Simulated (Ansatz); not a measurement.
Crystal: CdTe.

```
CELL_PARAMETERS angstrom
0.00000 3.20500 3.20500
3.20500 0.00000 3.20500
3.20500 3.20500 0.00000
ATOMIC_POSITIONS crystal
Te 0.75000 0.75000 0.75000
Cd 0.00000 0.00000 0.00000
```

A run of Ansatz 0.2.0 on this cell left the log below. Logs are shortened: lines on timing, memory, paths and dates and some standing lists are left out, and cuts for length are marked.

```text
Warning: RAYON_NUM_THREADS=2 ignored (pool sized by the plan → 2); use --threads N
Engine: ansatz 0.2.0, x86_64-unknown-linux-gnu
Pseudopotentials: kind: paw
Pseudopotential: Te, paw, valence charge 16, recommended cutoff 420 eV (normal), Te.paw.azcp
Pseudopotential: Cd, paw, valence charge 20, recommended cutoff 420 eV (normal), Cd.paw.azcp
Functional definition: PBEsol
  exchange = pbesol_x
  correlation = pbesol_c
Crystal: 2 atoms, lattice volume = 65.844 Å³
Basis set: ecut = 420 eV, 1243 PW (Γ), exchange–correlation on 64×64×64 points (8 copies of the dense FFT grid, shifted against one another)
Bands: 22, of which v1, the nominal top of the filled ones, is band 18 counted from 1 (17 counted from 0)
Symmetry: 24 space group operations
Space group: F-43m (ITA 216), of the structure as read, at distance tolerance 4.0e-5 Å
k-points: 20 of 343 (time reversal used)
Non-local potential: Te, projectors of the file, l = 0: 2, l = 1: 2, l = 2: 2, l = 3: 2
Non-local potential: Cd, projectors of the file, l = 0: 3, l = 1: 2, l = 2: 2, l = 3: 1
PAW form: soft (Blöchl's): semilocal exchange-correlation on the pseudo side does not see the compensation charge
PAW frozen core: Te, regenerated for the run's functional, and the local potential with it (the file was generated under x = pbe(κ = 0.804, μ = 0.2195149727645171), c = pbe(β = 0.06672455060314922))
PAW frozen core: Cd, regenerated for the run's functional, and the local potential with it (the file was generated under x = pbe(κ = 0.804, μ = 0.2195149727645171), c = pbe(β = 0.06672455060314922))
PAW one-centre angular grid: Te, 590 points (default); XC on 64 Gauss nodes
PAW one-centre angular grid: Cd, 590 points (default); XC on 64 Gauss nodes
Initial density: superposition of atomic densities (neutral atoms: chi_scale 0, normalization atom), corrected by the library's trained network
Initial wavefunctions: pseudopotential atomic-orbital guess
Functional: x = pbesol(κ = 0.804, μ = 0.12345679012345678), c = pbesol(β = 0.046)
SCF iter   1: F=—  HF=-15086.332918 eV  |F-HF|=—  |Δ(HF+E_count)|=         —  Δρ=3.86e-3  dr2=1.25e-2  ethr=1.77e-3  ⟨swp⟩=5.8  Hψ=2048  notcnv=0
preconditioner: auto → none  [insulator: Δε(μ)=0.730 eV  Ē_g=11.427 eV  σ=0.100 eV  W_gap=1.00  n_scr=14 (ndim 8)  ℏωp=19.4 eV  f_vac=0.179  D(μ)=0.00/eV (n_scr^D=0)  ε∞_Penn≈3.9]
SCF iter   2: F=—  HF=-15086.328871 eV  |F-HF|=—  |Δ(HF+E_count)|=   4.05e-3  Δρ=9.19e-4  dr2=3.15e-4  ethr=3.48e-5  ⟨swp⟩=2.4  Hψ=865  notcnv=0
SCF iter   3: F=—  HF=-15086.329064 eV  |F-HF|=—  |Δ(HF+E_count)|=   1.94e-4  Δρ=4.29e-4  dr2=7.78e-5  ethr=8.75e-7  ⟨swp⟩=2.1  Hψ=587  notcnv=0
SCF iter   4: F=—  HF=-15086.329120 eV  |F-HF|=—  |Δ(HF+E_count)|=   5.51e-5  Δρ=1.98e-4  dr2=2.76e-5  ethr=2.16e-7  ⟨swp⟩=3.0  Hψ=772  notcnv=0
SCF iter   5: F=—  HF=-15086.329113 eV  |F-HF|=—  |Δ(HF+E_count)|=   6.82e-6  Δρ=2.31e-5  dr2=1.95e-7  ethr=7.66e-8  ⟨swp⟩=2.0  Hψ=600  notcnv=0
SCF iter   6: F=-15086.329113 eV  HF=-15086.329113 eV  |F-HF|=3.15e-8  |Δ(HF+E_count)|=   2.34e-7  Δρ=8.11e-6  dr2=2.28e-8  ethr=2.78e-10  ⟨swp⟩=10.9  Hψ=3276  notcnv=0
SCF 1 converged in 6 iterations: F = -15086.329113 eV  dr2 = 2.28e-8
  greatest PAW one-centre occupation: 1.000 electrons in one spin orbital (limit 2), on the Cd atom at site 1 (counted from 0), in its partial waves of l = 0
SCF converged after 6 iterations
Free energy (F): -15086.329113 eV
Harris-Foulkes:  -15086.329113 eV  (|F-HF|=3.15e-8)
Internal energy: -15086.329113 eV  (E = F + TS)
E sigma→0 (E₀):  -15086.329113 eV
Fermi energy:    8.183877 eV
--- Per-component energies (eV) ---
  E_band       = -779.799109
  E_kinetic    = 686.523714
  E_local      = -5350.181751  (includes V_loc(G=0)·N_el)
  E_nonlocal   = -271.233708
  E_hartree    = 2700.465931
  E_xc         = -299.075579
  E_vxc        = -325.575569  (∫ρ·V_xc dr)
  E_paw        = -8598.798985  (= ΣΔE_a)
  E_vpaw       = -920.261517  (= ΣTr[D̂ρ^β])
  E_aug_tail   = -0.000209  (compensation charges beyond the density's cutoff)
  E_ewald      = -3954.745301
  E_core_change = 0.716775  (= ΣΔE_core)
  E_smearing   = -0.000000  (= −TS)
  E_closure    = 0.000000  (closes the sum)
  Σ components = -15086.329113   (vs F -15086.329113, Δ=0.00e0)
--- Forces (eV/Å), atoms counted from 1 ---
  atom   1  Te     0.00000000    -0.00000000     0.00000000
  atom   2  Cd    -0.00000000     0.00000000    -0.00000000
  max |Σ_I F_I| component: 1.20e-16 eV/Å
--- Stress (GPa, compression-positive) ---
        1.670489      -0.000000      -0.000000
        0.000000       1.670489       0.000000
       -0.000000       0.000000       1.670489
  P = ⅓ Tr σ = 1.6705 GPa (16.705 kbar)
--- Band table (eV; the first three rows and the last of 20) ---
  k-point 0: bands = ["-94.2734", "-55.3667", "-55.3667", "-55.3667", "-28.2604", "-28.2604", "-28.2604", "-28.2507", "-28.2507", "-3.6121", "-0.5710", "-0.5710", "-0.5710", "-0.2802", "-0.2802", "7.7985", "7.7985", "7.7985", "8.5552", "12.3413", "12.3413", "12.3413"]
  k-point 1: bands = ["-94.2734", "-55.3667", "-55.3667", "-55.3667", "-28.2605", "-28.2604", "-28.2604", "-28.2507", "-28.2507", "-3.5298", "-0.5552", "-0.5552", "-0.5101", "-0.2816", "-0.2816", "6.2917", "7.6095", "7.6095", "9.5529", "12.3637", "12.6207", "12.6207"]
  k-point 2: bands = ["-94.2734", "-55.3667", "-55.3667", "-55.3667", "-28.2605", "-28.2602", "-28.2602", "-28.2506", "-28.2506", "-3.3432", "-0.5233", "-0.5233", "-0.2963", "-0.2798", "-0.2798", "4.5418", "7.2483", "7.2483", "9.7371", "12.9620", "12.9620", "13.5128"]
  k-point 19: bands = ["-94.2734", "-55.3667", "-55.3667", "-55.3667", "-28.2605", "-28.2602", "-28.2598", "-28.2507", "-28.2504", "-3.0514", "-0.4441", "-0.4274", "-0.3161", "-0.2778", "0.3068", "3.4294", "5.1082", "5.8455", "11.4511", "12.5848", "13.6797", "14.4573"]
```

**Question.** Write the input and the command behind it.

**Answer.** Single point with PBEsol, no spin polarisation. The files as run (others can give the same):

input.yaml
```yaml
crystal:
  lattice:
    - [0.0, 3.205, 3.205]
    - [3.205, 0.0, 3.205]
    - [3.205, 3.205, 0.0]
  atoms:
    - { symbol: Te, position: [0.75, 0.75, 0.75] }
    - { symbol: Cd, position: [0.0, 0.0, 0.0] }
hamiltonian:
  xc: pbesol
  pseudopotentials: { kind: paw }
kpoints:
  mp_grid: { grid: [7, 7, 7] }
scf:
  occupations: { method: gaussian, width: 0.1 }
output:
  forces: true
  stress: true
  eigenvalues: true
  write_density: true
  write_potential: true
  elf: true
  volumetric_format: npy
```

Potentials or basis: Ansatz PAW.
Launch:
```sh
$ ansatz run input.yaml --threads 2 --pin off --max-ram 5632MiB --backend cpu --events-out ev --progress --plain --runs-dir out
```

Caveat: odd divisions of the mesh miss points on the zone boundary, where band edges often lie, so the gap on the mesh can be too wide; spin-orbit coupling is left out, which moves the levels of the heavy elements; the PAW data sets come from PBE, with cores solved anew for the run's functional, which leaves a small shift of forces and pressure.
